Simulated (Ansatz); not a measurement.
The system is I.

```
I
1.0
     0.00000    2.36560    3.90984
     2.19225    0.00000    3.90984
     2.19225    2.36560    0.00000
I
1
Direct
  0.00000 0.00000 0.00000
```

Base run:

* Program: Ansatz 0.2.0
* Functional: PBE
* Potentials or basis: Ansatz PAW
* Cutoff: 420 eV (not typed: the program's choice for these potentials)
* k mesh: 9 × 9 × 9
* Occupations: fermi-dirac, width 0.05 eV
* Spin: no spin polarisation

Its results: band gap on the k mesh none (metal or under the smearing width); pressure 0.5 GPa.

Task: After a change of settings the same cell gave: band gap on the k mesh none (metal or under the smearing width); pressure -0.7 GPa. Which change was it?
A. potentials or basis from Ansatz PAW to PseudoDojo standard (PBE files); cutoff from 420 eV (not typed: the program's choice for these potentials) to 952 eV; valence electrons from 17 to 7
B. functional from PBE to BLYP
C. k mesh from 9 × 9 × 9 to 3 × 3 × 3

Result: C.

Caveats: some runs use coarse meshes; an odd number of electrons without spin polarisation forces a metal; a magnetic or distorted state may lie lower.
